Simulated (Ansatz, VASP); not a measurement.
**One calculation of PbS, two programs**

The input INCAR:

```
  PREC = Accurate
  ENCUT = 600
  EDIFF = 1E-7
  ISMEAR = -1
  SIGMA = 0.05
  LREAL = F
  LASPH = T
  NELM = 100
  ALGO = Normal
  ISIF = 3
  LWAVE = F
  LCHARG = F
  GGA = RP
  IVDW = 12
  IBRION = 2
  NSW = 60
  EDIFFG = -0.01
```

The input KPOINTS:

```
Automatic mesh
0
Gamma
  7 7 7
```

File POSCAR:

```
PbS
1.0
    3.6536590000      0.0000000000      0.0000000000
    0.0000000000      3.6536590000      0.0000000000
    0.0000000000      0.0000000000      3.6536590000
Pb S
1 1
Direct
    0.0000000000      0.0000000000      0.0000000000
    0.5000000000      0.5000000000      0.5000000000
```

Contents of input.yaml:

```yaml
crystal:
  lattice:
    - [3.653659, 0.0, 0.0]
    - [0.0, 3.653659, 0.0]
    - [0.0, 0.0, 3.653659]
  atoms:
    - { symbol: Pb, position: [0.0, 0.0, 0.0] }
    - { symbol: S, position: [0.5, 0.5, 0.5] }
hamiltonian:
  xc: rpbe
  pseudopotentials: { kind: paw }
  dispersion: d3bj
kpoints:
  mp_grid: { grid: [7, 7, 7] }
scf:
  occupations: { method: fermi_dirac, width: 0.05 }
output:
  forces: true
  stress: true
  eigenvalues: true
relax:
  f_tol: 0.01
  max_steps: 40
  cell: { stress_tol: 0.05 }
```

Measurements of this composition are mostly on another form, of space group No. 225.

Alike in both runs: task relaxation of cell and atoms; functional RPBE; dispersion D3(BJ); k mesh 7 × 7 × 7; occupations fermi-dirac, width 0.05 eV; no spin polarisation.

```csv
,VASP,Ansatz
version,VASP 6.6.1,Ansatz 0.2.0
potentials or method,"VASP PAW PBE potentials, release 64 (Pb_d, S)",Ansatz PAW
plane-wave cutoff (eV),600,420
valence electrons in the cell,20,20
```

VASP gave:

* gap on the k mesh at the Fermi level, each at its own relaxed structure (eV): none
* relaxed volume (Å³/atom): 18.64
* relaxed cell length with the largest relative difference (Å): 3.341
* energy change over the relaxation (meV/atom): -398

Estimate Ansatz's values.

gap on the k mesh at the Fermi level, each at its own relaxed structure (eV): none; relaxed volume (Å³/atom): 18.65; relaxed cell length with the largest relative difference (Å): 3.341; energy change over the relaxation (meV/atom): -397.

A gap of «none» marks a metal or a gap that the smearing closes.

Caveats: the volume moved by over 15 % at a fixed basis, so the end points are rough; pairwise dispersion overbinds metals, which lowers pressure and volume; the PAW data sets were made with another functional, which shifts forces and pressure a little (VASP); the plane-wave basis is chosen anew once the cell has moved, so the energies of steps on either side of that aren't comparable (Ansatz); the PAW data sets come from PBE, with cores solved anew for the run's functional, which leaves a small shift of forces and pressure (Ansatz). The runs have no spin-orbit coupling, so splittings on Pb are missing.
